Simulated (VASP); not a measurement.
Write the native input for VASP 6.6.1 that does the following.

| Quantity | Value |
| --- | --- |
| Task | single point |
| Functional | PBEsol |
| Potentials or basis | VASP PAW PBE potentials, release 64 (Ga_d) |
| Cutoff | 520 eV |
| k mesh | 13 × 13 × 13 |
| Occupations | fermi-dirac, width 0.05 eV |
| Spin | no spin polarisation |
| Dipole correction | no |
| Further INCAR settings | ALGO = Normal; EDIFF = 1e-07; NBANDS = 12 |

The structure of Ga lies in POSCAR:

```
Ga
1.0
   -1.3843987196      1.3843987196      2.3112238365
    1.3843987196     -1.3843987196      2.3112238365
    1.3843987196      1.3843987196     -2.3112238365
Ga
1
Direct
    0.0000000000      0.0000000000      0.0000000000
```

This isn't the form of Ga at room conditions, which is orthorhombic.

These files were run (other wordings do the same):

INCAR

```
SYSTEM = Ga
PREC = Accurate
ENCUT = 520
EDIFF = 1E-7
ISMEAR = -1
SIGMA = 0.05
LREAL = .FALSE.
LASPH = .TRUE.
NELM = 100
ALGO = Normal
ISIF = 2
LWAVE = .FALSE.
LCHARG = .FALSE.
GGA = PS
NBANDS = 12
```

KPOINTS

```
Automatic mesh
0
G
  13 13 13
  0 0 0
```

Potentials or basis: VASP PAW PBE potentials, release 64 (Ga_d).

The run is started by

```console
$ cat potpaw_PBE.64/Ga_d/POTCAR > POTCAR
$ mpirun -np 1 vasp_std > vasp.out
```

Results of the run:

```yaml
Pressure: -0.2 GPa
Band_gap_on_the_k_mesh: none (metal or under the smearing width)
```

Caveat: the PAW data sets were made with another functional, which shifts forces and pressure a little.

Run time: 23 s on 1 thread of AMD EPYC 9R14 (Zen 4), on a shared host, peak memory 0.13 GiB.
